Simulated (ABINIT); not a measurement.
The system is LiH.

```
Li H
1.0
     0.00000    2.03675    2.03675
     2.03675    0.00000    2.03675
     2.03675    2.03675    0.00000
Li H
1 1
Cartesian
  0.0000 0.0000 0.0000
  2.0368 2.0368 2.0368
```

Base run:

| Property | Result |
| --- | --- |
| Program | ABINIT 10.8.3 (patched build) |
| Functional | PBE0 |
| Potentials or basis | SG15 NC PBE v1.2 |
| Cutoff | 707 eV |
| k mesh | 8 × 8 × 8 |
| Occupations | fixed |
| Spin | no spin polarisation |

Its results: band gap on the k mesh 4.68 eV, direct.

The run is repeated on the same cell with these changes: functional from PBE0 to PBE. What comes out?

Band gap on the k mesh 3.02 eV, direct.

PBE0 gives the wider gap, since exact exchange removes part of the self-interaction.

A k mesh can miss the band edges.
